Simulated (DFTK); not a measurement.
# SnTe (F-43m) in DFTK: reference runs

Aim: a first look at SnTe with PBE, on the cell as given.

Program: DFTK 0.8.2. These are calculated values, not measurements. Logs are shortened: lines on timing, memory, paths and dates and some standing lists are left out, and cuts for length are marked.

## (1) The structure

Symmetry: F-43m, No. 216, cubic system. Conventional cell: a = 7.222 Å, b = 7.222 Å, c = 7.222 Å, α = 90.00°, β = 90.00°, γ = 90.00°. Te (site symmetry -43m) has 4 Sn at 3.13 Å as nearest neighbours. Sn (site symmetry -43m) has 4 Te at 3.13 Å as nearest neighbours.

Measurements of this composition are mostly on another form, of space group No. 225.

## (2) Single point, PBE

File run.jl:

```julia
using DFTK
using PseudoPotentialData
using Unitful, UnitfulAtomic
using LinearAlgebra, Printf
include("save.jl")
disable_threading()

# lattice vectors are the columns
lattice = austrip(1u"Å") * [           0.0       3.611146       3.611146;
                 3.611146            0.0       3.611146;
                 3.611146       3.611146            0.0]
symbols   = [:Te, :Sn]
positions = [[0.25, 0.25, 0.25],
             [0.0, 0.0, 0.0]]
pseudopotentials = PseudoFamily("dojo.nc.sr.pbe.v0_4_1.standard.upf")
elements = Dict(s => ElementPsp(s, pseudopotentials) for s in unique(symbols))
atoms    = [elements[s] for s in symbols]

build_model(lattice, positions; symmetries=true) =
    model_DFT(lattice, atoms, positions;
              functionals=PBE(),
              temperature=austrip(0.05u"eV"),
              smearing=Smearing.FermiDirac(),
              symmetries)
Ecut  = 40.0  # hartree
kgrid = [7, 7, 7]
tol   = 1e-6
to_GPa = ustrip(uconvert(u"GPa", 1u"hartree/bohr^3"))

model = build_model(lattice, positions)
basis = PlaneWaveBasis(model; Ecut, kgrid)
display(basis)
scfres = self_consistent_field(basis;
                               tol,
                               nbandsalg=AdaptiveBands(model; n_bands_converge=20))
display(scfres.energies)
@printf "Fermi level: %.6f eV\n" ustrip(auconvert(u"eV", something(scfres.εF, NaN)))
forces = compute_forces_cart(scfres)
println("Forces (eV/Å)")
for (s, f) in zip(symbols, forces)
    @printf "%-3s %12.6f %12.6f %12.6f\n" s ustrip.(auconvert.(u"eV/Å", f))...
end
stress = compute_stresses_cart(scfres)
println("Stress (GPa)")
display(round.(stress * to_GPa; digits=4))
println("Levels at the first k-point (eV): ", round.(ustrip.(auconvert.(u"eV", scfres.eigenvalues[1][1:scfres.n_bands_converge])); digits=4))
save_scf!(scfres; forces, stress)
```

Potentials or basis: dojo.nc.sr.pbe.v0_4_1.standard.upf (PBE).

Run with:

```bash
> julia --threads=1 run.jl  # save.jl only writes the numbers to a file and isn't shown; printed stress counts tension as positive; times include loading and compiling
```

Log:

```text
PlaneWaveBasis discretization:

    Ecut                 : 40.0 Ha
    fft_size             : (60, 60, 60), 216000 total points
    kgrid                : MonkhorstPack([7, 7, 7])
    num.   red. kpoints  : 343
    num. irred. kpoints  : 30

    Discretized Model(gga_x_pbe+gga_c_pbe, 3D):
        lattice (in Bohr)    : [0         , 6.82408   , 6.82408   ]
                               [6.82408   , 0         , 6.82408   ]
                               [6.82408   , 6.82408   , 0         ]
        unit cell volume     : 635.57 Bohr³

        atoms                : SnTe
        pseudopot. family    : PseudoFamily("dojo.nc.sr.pbe.v0_4_1.standard.upf")

        num. electrons       : 30
        spin polarization    : none
        temperature          : 0.0018375 Ha
        smearing             : DFTK.Smearing.FermiDirac()

        terms                : Kinetic()
                               AtomicLocal()
                               AtomicNonlocal()
                               Ewald(nothing)
                               PspCorrection()
                               Hartree()
                               Xc(gga_x_pbe, gga_c_pbe)
                               Entropy()
n     Energy            log10(ΔE)   log10(Δρ)   Diag   Δtime
---   ---------------   ---------   ---------   ----   ------
  1   -183.6609034524                   -1.20    4.7    18.7s
  2   -183.6680838345       -2.14       -1.65    1.0    8.28s
  3   -183.6691829869       -2.96       -2.01    2.3    10.1s
  4   -183.6692276478       -4.35       -2.56    1.4    7.39s
  5   -183.6692360454       -5.08       -2.90    2.3    13.2s
  6   -183.6692369141       -6.06       -3.56    1.2    7.94s
  7   -183.6692370106       -7.02       -4.27    2.4    10.6s
  8   -183.6692370133       -8.57       -4.60    2.5    11.4s
  9   -183.6692370138       -9.35       -5.17    2.0    9.49s
 10   -183.6692370138      -10.70       -5.75    2.4    9.30s
 11   -183.6692370138      -11.54       -6.16    2.4    11.3s
Energy breakdown (in Ha):
    Kinetic             103.8075386
    AtomicLocal         -161.2210728
    AtomicNonlocal      -51.7720124
    Ewald               -89.0825600
    PspCorrection       3.2747250
    Hartree             57.9282920
    Xc                  -46.6041045
    Entropy             -0.0000430

    total               -183.669237013809
Fermi level: 2.225100 eV
Forces (eV/Å)
Te     -0.000000    -0.000000    -0.000000
Sn      0.000000     0.000000     0.000000
Stress (GPa)
3×3 StaticArraysCore.SMatrix{3, 3, Float64, 9} with indices SOneTo(3)×SOneTo(3):
 0.0386  0.0     0.0
 0.0     0.0386  0.0
 0.0     0.0     0.0386
Levels at the first k-point (eV): [-34.4593, -34.4593, -34.4593, -34.4576, -34.4576, -19.6103, -19.6103, -19.6103, -19.6028, -19.6028, -9.3255, -2.9835, 0.2738, 0.2738, 0.2738, 3.2184, 3.2184, 3.2184, 6.3477, 8.6796]
```

Run time: 4.3 min. Hardware: 1 thread of Intel Xeon 6975P-C (Granite Rapids), shared host; peak memory 2.2 GiB.

Results:

```
Free energy            : -4997.8945 eV
Pressure               : 0.0 GPa
Band gap on the k mesh : 0.33 eV, indirect (least direct gap 0.83 eV)
```

Levels at points of the mesh, in eV from the valence-band top:
```csv
k point,band 12,band 13,band 14,band 15,band 16,band 17,band 18,band 19
"(0.00, 0.00, 0.00)",-5.01,-1.75,-1.75,-1.75,1.20,1.20,1.20,4.33
```

Caveat: spin-orbit coupling is left out, which moves the levels of the heavy elements; an odd mesh through Γ misses points on the zone boundary, where band edges often lie.
